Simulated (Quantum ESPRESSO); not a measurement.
**SiC (Moissanite 3C) under changes of volume**

One of the cells (10.346 Å³/atom); the others are scaled copies at fixed shape and fractional positions:

```
Si C
1.0
     0.00000    2.17900    2.17900
     2.17900    0.00000    2.17900
     2.17900    2.17900    0.00000
Si C
1 1
Direct
  0.00000 0.00000 0.00000
  0.75000 0.75000 0.75000
```

* Program: Quantum ESPRESSO 7.5
* Functional: PBEsol
* Potentials or basis: PseudoDojo 0.4.1 SR PBEsol standard
* Cutoff: 1116 eV
* Density cutoff: 4463 eV
* k mesh: 10 × 10 × 10
* Occupations: fermi-dirac, width 0.05 eV
* Spin: no spin polarisation

```tsv
volume (Å³/atom)	energy over the lowest point (meV/atom)	pressure (GPa)	gap on the mesh (eV)
9.725	?	?	?
9.932	11.94	9.6	1.20
10.139	2.83	4.5	1.22
10.346	0.00	-0.2	1.24
10.553	2.86	-4.4	1.26
10.760	10.89	-8.2	1.27
10.967	23.61	-11.6	1.29
```

Q: What does the run at 9.725 Å³/atom give?

A: Energy over the lowest point 27.97 meV/atom; pressure 15.2 GPa; gap on the mesh 1.18 eV.

Worked out: A Birch-Murnaghan fit of order 3 (a polynomial in V^(-2/3)) to the other rows has its minimum at 10.34 Å³/atom with B0 = V·E''(V) = 220 GPa and B' = 3.9. It gives 27.97 meV/atom at 9.725 Å³/atom, against the run's 27.97, and -dE/dV = 15.3 GPa, against 15.2. A straight line through the other rows of the gap, of slope 0.894 eV per unit of ln V, extrapolates to 1.18 eV, against the run's 1.18.

Energies are extrapolated to zero smearing.

A mesh can miss the band edges.
